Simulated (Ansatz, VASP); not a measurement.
# HfO2: VASP beside Ansatz

```
Hf O
1.0
     4.81353    0.00000    0.00000
     0.00000    4.81353    0.00000
     0.00000    0.00000    3.20542
Hf O
2 4
Direct
  0.00000 0.00000 0.00000
  0.50000 0.50000 0.50000
  0.19496 0.80504 0.50000
  0.30504 0.30504 0.00000
  0.69496 0.69496 0.00000
  0.80504 0.19496 0.50000
```

Measurements of this composition are mostly on another form, of space group No. 14.

Alike in both runs: task single point; functional PBEsol; k mesh 4 × 4 × 6; occupations gaussian, width 0.1 eV; no spin polarisation.

```csv
,VASP,Ansatz
version,VASP 6.6.1,Ansatz 0.2.0
potentials or method,"VASP PAW PBE potentials, release 64 (Hf_pv, O)","scalar-relativistic, plane waves, PAW"
plane-wave cutoff (eV),520,420
valence electrons in the cell,44,76
```

VASP gave:

| Quantity | Value |
| --- | --- |
| gap on the k mesh at the Fermi level (eV) | 3.87 |
| least direct gap on the mesh (eV) | 3.87 |
| pressure (GPa) | -0.9 |
| largest component of the traceless stress (GPa) | 0.50 |
| rms of the force components (eV/Å) | 0.015 |

Estimate Ansatz's values.

gap on the k mesh at the Fermi level (eV): 3.92; least direct gap on the mesh (eV): 3.92; pressure (GPa): 1.8; largest component of the traceless stress (GPa): 0.06; rms of the force components (eV/Å): 0.008.

Atom by atom the forces differ by 0.022 eV/Å (rms over components). The two sets of potentials don't hold the same shells in valence.

Caveats: the PAW data sets were made with another functional, which shifts forces and pressure a little (VASP); spin-orbit coupling is left out, which moves the levels of the heavy elements. A k mesh can miss the band edges. A hybrid or GW would open this gap; PBEsol tends to underestimate it.
